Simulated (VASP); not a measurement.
Here is a VASP 6.6.1 calculation.

INCAR

```
SYSTEM = BN
  PREC = Accurate
  ENCUT = 600
  EDIFF = 1E-6
  ISMEAR = -1
  SIGMA = 0.05
  LREAL = .FALSE.
  LASPH = .TRUE.
  NELM = 80
  ALGO = Normal
  ISIF = 3
  LWAVE = .FALSE.
  LCHARG = .FALSE.
  GGA = PE
  IBRION = 2
  NSW = 40
  EDIFFG = -0.005
  PSTRESS = 500
```

File KPOINTS:

```
Automatic mesh
0
G
  16 16 16
  0 0 0
```

File POSCAR:

```
BN
1.0
    0.0000000000      1.8075000000      1.8075000000
    1.8075000000      0.0000000000      1.8075000000
    1.8075000000      1.8075000000      0.0000000000
B N
1 1
Direct
    0.0000000000      0.0000000000      0.0000000000
    0.2500000000      0.2500000000      0.2500000000
```

Potentials or basis: VASP PAW PBE potentials, release 64 (B, N).

Run with:

```sh
$ cat potpaw_PBE.64/B/POTCAR potpaw_PBE.64/N/POTCAR > POTCAR
$ mpirun -np 1 vasp_std > vasp.out
```

(1) Predict the space group after relaxing (to 0.05 Å).

(2) Predict the band gap on the k mesh.

(3) Estimate the relaxed volume.

(4) Predict the relaxed cell.

## Answers

(1) F-43m (No. 216).

(2) 4.56 eV, indirect (least direct gap 9.30 eV).

(3) 5.33 Å³/atom.

(4) a = 2.471 Å, b = 2.471 Å, c = 2.471 Å, α = 60.00°, β = 60.00°, γ = 60.00°.

Caveat: the cell is relaxed towards a set pressure, so the enthalpy falls and the energy may rise.
